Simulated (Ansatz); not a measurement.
Computed properties of Ca

```
CELL_PARAMETERS angstrom
-2.19041 2.19041 2.19041
2.19041 -2.19041 2.19041
2.19041 2.19041 -2.19041
ATOMIC_POSITIONS crystal
Ca 0.00000 0.00000 0.00000
```

Conventional cell: a = 4.381 Å, b = 4.381 Å, c = 4.381 Å, α = 90.00°, β = 90.00°, γ = 90.00°. Ca (atom 1) is surrounded by 8 Ca at 3.79 Å.

The cell was built from the bcc type and relaxed in the same program, and has space group Im-3m; it needn't be a known or the stable phase.

Computed with Ansatz 0.2.0, DFT, PBE, all-electron LAPW, scalar-relativistic.

The runs use a Γ-centred 13×13×13 k mesh, Fermi–Dirac smearing of 0.08 eV, basis error target 1 meV/atom, no spin polarisation.

```yaml
Band_gap: none at this level of theory (metallic, semimetallic, or a small gap that the functional closes)
Density_of_states_at_the_Fermi_level_0.2_eV_bin: 1.11 states/eV per cell
Volume_per_atom: 42.04 Å³
Pressure_at_this_cell: 0.05 GPa
```
